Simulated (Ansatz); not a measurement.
Working through cell relaxations under several functionals of PbSe, space group Fm-3m

Program: Ansatz 0.2.0, Python API.

The cells in order, each with its output:

**Cell 1**
```python
import ansatz as az
import numpy as np
```

**Cell 2**
```python
def edges_and_angles(cell):
    cell = np.asarray(cell)
    a, b, c = np.linalg.norm(cell, axis=1)
    cosines = cell[1] @ cell[2] / (b * c), cell[0] @ cell[2] / (a * c), cell[0] @ cell[1] / (a * b)
    return (a, b, c, *np.degrees(np.arccos(cosines)))
```

**Cell 3**
```python
lattice = az.Lattice.of(
    [0.0, 3.06065, 3.06065],
    [3.06065, 0.0, 3.06065],
    [3.06065, 3.06065, 0.0],
)
sites = [
    ("Pb", [0.0, 0.0, 0.0]),
    ("Se", [0.5, 0.5, 0.5]),
]
crystal = az.Crystal(lattice=lattice)
for symbol, position in sites:
    crystal = crystal.atom(symbol, position)
```

**Cell 4**
```python
job = crystal.calculation()
job = job.basis(34 * az.Ry)
job = job.kpoints(6, 6, 6)
job = job.occupations("fixed")
job = job.relax(cell=True, force_tolerance=0.01, max_steps=40)
```

**Cell 5**
```python
levels = [("pbesol", "none"), ("rpbe", "none"), ("pbe", "none")]
print("level            a       b       c    alpha   beta  gamma  V/atom  steps")
for name, dispersion in levels:
    seen = []
    run = job.functional(name, dispersion=dispersion).session().plan()
    result = run.execute(on_event=lambda e: seen.append(e) if e["event"] == "relax_step" else None)
    cell = result.lattice.cell_ang
    label = name if dispersion == "none" else f"{name}+{dispersion}"
    print("{:13s} {:7.4f} {:7.4f} {:7.4f} {:6.2f} {:6.2f} {:6.2f}".format(label, *edges_and_angles(cell)), f"{abs(np.linalg.det(cell)) / len(result.lattice.sites):7.3f} {len(seen):5d}")
```
Output:
```text
level            a       b       c    alpha   beta  gamma  V/atom  steps
pbesol         4.3140  4.3140  4.3140  60.00  60.00  60.00  28.385     4
rpbe           4.4515  4.4515  4.4515  60.00  60.00  60.00  31.186     5
pbe            4.3953  4.3953  4.3953  60.00  60.00  60.00  30.021     5
```

From smallest to largest: PBEsol (28.38 Å³ an atom, -1.0 % against the start), PBE (30.02 Å³ an atom, +4.7 % against the start) and RPBE (31.19 Å³ an atom, +8.8 % against the start). The spread is 9.9 % in volume.

Notes:
- Forces vanish by symmetry, so the ions can't move, and the end may be a saddle.
- Edges and angles are those of the cell as typed, here a primitive one, not of the conventional cell.
- Spin-orbit coupling, which matters for elements this heavy, is left out.
- The starting cell is as deposited in a crystallographic database; the results hold for this polymorph, which needn't be the stable one.
- The whole script took 18 s on 1 thread of Intel(R) Xeon(R) Processor @ 2.30GHz (shared host), peak memory 0.55 GiB.
